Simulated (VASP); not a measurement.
BN, 4 atoms in the cell. The cell holds a slab with vacuum, 4 atoms: a = 2.508 Å, b = 2.508 Å, c = 21.318 Å, α = 90.00°, β = 90.00°, γ = 120.00°. 

* Program: VASP 6.6.1
* Task: relaxation of cell and atoms
* Functional: PBE
* Dispersion: D3(BJ)
* Potentials or basis: VASP PAW PBE potentials, release 64 (B, N)
* Cutoff: 600 eV
* k mesh: 15 × 15 × 1
* Occupations: gaussian, width 0.03 eV
* Spin: no spin polarisation
* Further INCAR settings: ALGO = Normal; EDIFF = 1e-07; IBRION = 2; EDIFFG = -0.005; NSW = 90; ISIF = 3

Potentials or basis: VASP PAW PBE potentials, release 64 (B, N).

Run with:

```bash
$ cat potpaw_PBE.64/B/POTCAR potpaw_PBE.64/N/POTCAR > POTCAR
$ mpirun -np 2 vasp_std > vasp.out
```

Hardware: 2 MPI ranks on Intel(R) Xeon(R) Platinum 8488C (Sapphire Rapids), on a shared host.

Question: Estimate the wall time of this run.

Answer: Run time: 2.1 min on 2 MPI ranks on Intel(R) Xeon(R) Platinum 8488C (Sapphire Rapids), on a shared host, peak memory 0.27 GiB a rank. Counts: scf iterations 93, k points 27, ion steps 14.
